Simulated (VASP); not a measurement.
Ge:

```
CELL_PARAMETERS angstrom
5.93000 0.00000 0.00000
0.00000 5.93000 0.00000
0.00000 0.00000 6.98000
ATOMIC_POSITIONS crystal
Ge 0.37500 0.16670 0.75000
Ge 0.33330 0.87500 0.50000
Ge 0.62500 0.83330 0.25000
Ge 0.66670 0.12500 0.00000
Ge 0.87500 0.33330 0.50000
Ge 0.83330 0.62500 0.75000
Ge 0.12500 0.66670 0.00000
Ge 0.16670 0.37500 0.25000
Ge 0.57500 0.42500 0.25000
Ge 0.92500 0.92500 0.50000
Ge 0.42500 0.57500 0.75000
Ge 0.07500 0.07500 0.00000
```

This isn't the form of Ge at room conditions, which is diamond.

```yaml
Program: VASP 6.6.1
Task: relaxation of cell and atoms
Functional: LDA
Potentials_or_basis: VASP PAW LDA potentials, release 64 (Ge_d)
Cutoff: 600 eV
k_mesh: 4 × 4 × 4
Occupations: gaussian, width 0.02 eV
Spin: no spin polarisation
```

At the start: pressure -1.2 GPa; volume 20.45 Å³/atom.

How do energy, volume and symmetry change on relaxing?

Over 24 steps the energy falls by 18.9 meV/atom and the volume is 19.97 Å³/atom (-2.4 %); space group P4_32_12 (No. 96, to 0.05 Å).

Step by step:
```csv
step,energy change (eV),largest force (eV/Å),pressure (GPa),volume (Å³)
1,0.0000,0.9048,-1.23,245.45
2,-0.1635,0.2339,0.21,239.91
3,-0.1650,0.2277,0.52,239.12
4,-0.2022,0.1276,0.19,240.36
5,-0.2107,0.0931,0.05,241.04
6,-0.2040,0.1188,-0.35,242.38
7,-0.2119,0.0874,0.00,241.38
8,-0.2119,0.0871,-0.05,241.43
9,-0.2145,0.0488,-0.30,241.22
10,-0.2151,0.1242,-0.57,240.97
11,-0.2152,0.1313,0.02,240.79
12,-0.2152,0.1325,0.13,240.76
13,-0.2156,0.1261,0.07,240.76
14,-0.2167,0.1112,0.05,240.74
15,-0.2185,0.0808,0.03,240.71
16,-0.2205,0.0436,0.02,240.65
17,-0.2207,0.0570,0.00,240.62
18,-0.2213,0.0522,0.03,240.61
19,-0.2229,0.0420,-0.03,240.57
20,-0.2250,0.0193,-0.12,240.50
21,-0.2255,0.0287,-0.36,240.35
22,-0.2259,0.0183,-0.20,240.41
23,-0.2261,0.0065,0.27,239.18
24,-0.2263,0.0084,-0.04,239.66
```

Final structure:
```
Ge
1.0
     5.87519    0.00000    0.00000
     0.00000    5.87519    0.00000
     0.00000    0.00000    6.94315
Ge
12
Cartesian
  2.1728 1.0028 5.1821
  1.9348 5.1104 3.4463
  3.7024 4.8724 1.7105
  3.9404 0.7648 6.9179
  5.1104 1.9348 3.4969
  4.8724 3.7024 5.2326
  0.7648 3.9404 0.0253
  1.0028 2.1728 1.7611
  3.4547 2.4205 1.7358
  5.3581 5.3581 3.4716
  2.4205 3.4547 5.2074
  0.5171 0.5171 0.0000
```
